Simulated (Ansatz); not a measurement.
Te:

```
Te
1.0
     4.45400    0.00000    0.00000
    -2.22700    3.85728    0.00000
     0.00000    0.00000    5.92400
Te
3
Direct
  0.73100 0.73100 0.00000
  0.00000 0.26900 0.66667
  0.26900 0.00000 0.33333
```

Program: Ansatz 0.2.0. Alike in all runs: task band structure; potentials or basis Ansatz PAW; no spin polarisation; cell as given; k mesh 7 × 7 × 5; smearing fermi-dirac 0.05 eV.

Question: Order these runs on this cell by their pressure, lowest first.
A. level revPBE; cutoff (eV) 420
B. level r2SCAN; cutoff (eV) 500
C. level LDA; cutoff (eV) 420
D. level BLYP; cutoff (eV) 420

Answer: C (-2.0 GPa), B (0.9 GPa), A (2.4 GPa), D (5.1 GPa).

Caveats: the PAW data sets come from PBE, with cores solved anew for the run's functional, which leaves a small shift of forces and pressure.

Runs at the PBE level aren't shown here.
